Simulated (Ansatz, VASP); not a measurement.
LiF: VASP beside Ansatz

The input POSCAR:

```
LiF
1.0
    0.0000000000      2.0547178897      1.9579777610
    2.0547178897      0.0000000000      1.9579777610
    2.0547178897      2.0547178897      0.0000000000
Li F
1 1
Direct
    0.0000000000      0.0000000000      0.0000000000
    0.5000000000      0.5000000000      0.5000000000
```

INCAR.step1

```
SYSTEM = LiF
PREC = Accurate
ENCUT = 520
ISMEAR = 0
SIGMA = 0.01
LREAL = .FALSE.
LASPH = .TRUE.
NELM = 80
NBANDS = 12
GGA = PE
ALGO = Normal
EDIFF = 1E-4
LWAVE = .TRUE.
LCHARG = .FALSE.
```

INCAR.step2

```
SYSTEM = LiF
PREC = Accurate
ENCUT = 520
EDIFF = 1E-6
ISMEAR = 0
SIGMA = 0.01
LREAL = .FALSE.
LASPH = .TRUE.
NELM = 80
ALGO = Normal
ISIF = 2
LWAVE = .FALSE.
LCHARG = .TRUE.
METAGGA = R2SCAN
LMIXTAU = .TRUE.
LELF = .TRUE.
LVHAR = .TRUE.
NBANDS = 12
ISTART = 1
```

The input KPOINTS:

```
Automatic mesh
0
G
  10 10 10
  0 0 0
```

Input for Ansatz:

```yaml
crystal:
  lattice:
    - [0.0, 2.0547178897, 1.957977761]
    - [2.0547178897, 0.0, 1.957977761]
    - [2.0547178897, 2.0547178897, 0.0]
  atoms:
    - { symbol: Li, position: [0.0, 0.0, 0.0] }
    - { symbol: F, position: [0.5, 0.5, 0.5] }
kpoints:
  mp_grid: { grid: [10, 10, 10] }
  band_path:
    path:
      - [0.0, 0.0, 0.0]
      - [0.5, 0.0, 0.5]
      - [0.625, 0.25, 0.625]
      - [0.375, 0.375, 0.75]
      - [0.5, 0.5, 0.5]
      - [0.5, 0.25, 0.75]
    npoints: 1
hamiltonian:
  xc: r2scan
scf:
  occupations: { method: fixed }
  n_extra_bands: 4
output:
  forces: true
  stress: true
  eigenvalues: true
```

Change from the starting cell: epitaxial_xy strain +3.0%.

Alike in both runs: task single point; functional r2SCAN; k mesh 10 × 10 × 10; no spin polarisation.

```csv
,VASP,Ansatz
version,VASP 6.6.1,Ansatz 0.2.0
potentials or method,"VASP PAW PBE potentials, release 64 (Li_sv, F)","plane waves, PAW"
plane-wave cutoff (eV),520,500
occupations,"gaussian, width 0.01 eV",fixed
valence electrons in the cell,10,10
```

VASP gave:

| Quantity | Value |
| --- | --- |
| gap on the k mesh at the Fermi level (eV) | 10.10 |

Problem. What did Ansatz give for the same quantities?

Solution. gap on the k mesh at the Fermi level (eV): 9.90.

 A k mesh can miss the band edges.
